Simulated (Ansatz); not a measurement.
# MgH2: the cost of one run

Computed with Ansatz 0.2.0 (DFT PBE, scalar-relativistic, plane waves, PAW, unless a step's input says otherwise).

The COD entry's cell or inner coordinates are ideal or old and differ from later refinements, so a difference from it is no clean test against experiment.

## 1. Starting point

Symmetry: P6_3mc, No. 186, hexagonal system. The conventional cell has a = 2.816 Å, b = 2.816 Å, c = 8.876 Å, α = 90.00°, β = 90.00°, γ = 120.00°. Mg (site symmetry 3m) has 6 H at 1.97 Å as nearest neighbours. H (site symmetry 3m) has 3 Mg at 1.97 Å as nearest neighbours.

Structure file:

```
CELL_PARAMETERS angstrom
2.81606 0.00000 0.00000
-1.40803 2.43878 0.00000
0.00000 0.00000 8.87641
ATOMIC_POSITIONS crystal
Mg 0.33333 0.66667 0.37500
Mg 0.66667 0.33333 0.87500
H 0.33333 0.66667 0.00000
H 0.66667 0.33333 0.50000
H 0.00000 0.00000 0.25000
H 0.00000 0.00000 0.75000
```

This is candidate A: CdBr2 type (P6_3mc, No. 186).

(A quick probe on a coarse mesh, which set the mesh and smearing, is not shown.)

## 3. Coarse relaxation (candidate A)

The input, input.yaml:

```yaml
crystal:
  lattice:
    - [2.8160577721, 0.0, 0.0]
    - [-1.4080288861, 2.4387775692, 0.0]
    - [0.0, 0.0, 8.8764131542]
  atoms:
    - { symbol: Mg, position: [0.3333333333, 0.6666666667, 0.375] }
    - { symbol: Mg, position: [0.6666666667, 0.3333333333, 0.875] }
    - { symbol: H, position: [0.3333333333, 0.6666666667, 0.0] }
    - { symbol: H, position: [0.6666666667, 0.3333333333, 0.5] }
    - { symbol: H, position: [0.0, 0.0, 0.25] }
    - { symbol: H, position: [0.0, 0.0, 0.75] }
basis:
  ecutwfc: 420
kpoints:
  mp_grid: { grid: [6, 6, 2] }
hamiltonian:
  xc: pbe
scf:
  occupations: { method: gaussian, width: 0.1 }
  lower_state_search: "off"
output:
  forces: true
  stress: true
  eigenvalues: true
relax:
  adjacent_minimum: "off"
  f_tol: 0.04
  max_steps: 70
  cell: { stress_tol: 0.4 }
```

Launch:

```console
ansatz run input.yaml --threads 1 --pin off --max-ram 2560MiB --backend cpu --events-out ev --progress --plain --runs-dir out
```

What time and memory should one allow on 1 thread of Arm Neoverse V2, shared host?

About 8.2 s, with a peak of 0.3 GiB.
